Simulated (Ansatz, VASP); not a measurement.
# Ga in VASP and in Ansatz

```
Ga
1.0
     0.00000    2.88636    2.88636
     2.88636    0.00000    2.88636
     2.88636    2.88636    0.00000
Ga
2
Cartesian
  0.0000 0.0000 0.0000
  1.4432 1.4432 1.4432
```

Alike in both runs: functional r2SCAN; k mesh 8 × 8 × 8; occupations fermi-dirac, width 0.0143 eV; no spin polarisation.

Ansatz relaxed the structure, and its values are those at the end. VASP's run is a single point on that final structure, the one shown.

|  | VASP | Ansatz |
| --- | --- | --- |
| version | VASP 6.6.1 | Ansatz 0.2.0 |
| potentials or method | VASP PAW PBE potentials, release 64 (Ga_d) | PAW plane waves |
| plane-wave cutoff (eV) | 520 | 500 |
| valence electrons in the cell | 26 | 26 |

```tsv
	VASP	Ansatz	Ansatz less VASP
pressure (GPa)	0.1	0.0	-0.06
```

The functional is the same, so the differences come from potentials, cutoffs and numerics.

Caveats: the PAW data sets were made with another functional, which shifts forces and pressure a little (VASP).
